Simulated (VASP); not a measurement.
Al2O3, 10 atoms in the cell. It takes space group Pnnm (No. 58, orthorhombic). The conventional cell has a = 4.614 Å, b = 9.563 Å, c = 3.120 Å, α = 90.00°, β = 90.00°, γ = 90.00°. Al (site symmetry m) has 4 O at 1.68 to 1.82 Å as nearest neighbours. Around O (site symmetry 2/m) lie 2 Al at 1.68 Å. O (site symmetry m) has 3 Al at 1.82 Å as nearest neighbours. Measurements of this composition are mostly on another form, of space group No. 167.

```yaml
Program: VASP 6.6.1
Task: band structure
Functional: PBEsol
Potentials_or_basis: VASP PAW PBE potentials, release 64 (Al, O)
Cutoff: 520 eV
k_mesh: 5 × 3 × 7
Occupations: fermi-dirac, width 0.05 eV
Spin: no spin polarisation
Further_INCAR_settings: ALGO = Normal; EDIFF = 1e-07; NBANDS = 35
```

Potentials or basis: VASP PAW PBE potentials, release 64 (Al, O).

The run is started by

```sh
$ cat potpaw_PBE.64/Al/POTCAR potpaw_PBE.64/O/POTCAR > POTCAR
$ mpirun -np 1 vasp_std > vasp.out
```

Hardware: 1 thread of AMD EPYC 9R45 (Zen 5), on a shared host.

Task: Estimate the wall time of this run.

Result: Run time: 6.2 min on 1 thread of AMD EPYC 9R45 (Zen 5), with other jobs on the host, peak memory 0.28 GiB. Counts: scf iterations 97, k points 24.
